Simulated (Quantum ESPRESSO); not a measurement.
## CdSe in Quantum ESPRESSO: the effect of target pressure

The system is CdSe.

```
CELL_PARAMETERS angstrom
0.00000 3.07027 3.07027
3.07027 0.00000 3.07027
3.07027 3.07027 0.00000
ATOMIC_POSITIONS crystal
Cd 0.00000 0.00000 0.00000
Se 0.25000 0.25000 0.25000
```

Measurements of this composition are mostly on another form, of space group No. 186.

Alike in all runs:

| Item | Value |
| --- | --- |
| Program | Quantum ESPRESSO 7.5 |
| Task | relaxation of cell and atoms |
| Functional | LDA |
| Potentials or basis | SSSP 1.3 efficiency PBE |
| Cutoff | 939 eV |
| Density cutoff | 7510 eV |
| k mesh | 8 × 8 × 8 |
| Occupations | fermi-dirac, width 0.05 eV |
| Spin | no spin polarisation |

Each run relaxes the cell or the atoms first.

```csv
target pressure,relaxed volume (Å³/atom),gap on the mesh (eV)
0 GPa,27.25,0.37
2 GPa,26.39,0.43
5 GPa,25.33,0.51
10 GPa,23.98,0.61
20 GPa,?,?
30 GPa,20.77,0.84
```

**Question.** What does the run with target pressure 20 GPa give?

**Answer.** Relaxed volume 22.09 Å³/atom; gap on the mesh 0.75 eV.

Worked out: In Murnaghan's law V^(-B') rises as a straight line in P. The other rows fit best with B' = 4.2, V0 = 27.24 Å³/atom and B0 = 59 GPa, which gives 22.08 Å³/atom at 20 GPa, against the run's 22.09. A parabola through the other rows of the gap on the mesh, of slope 0.0113 eV per GPa there, gives 0.77 eV, against the run's 0.75.

Caveats: the potentials were made for another functional, which shifts forces and pressure; the volume moved by over 15 % at a fixed basis, so the end points are rough (some runs).

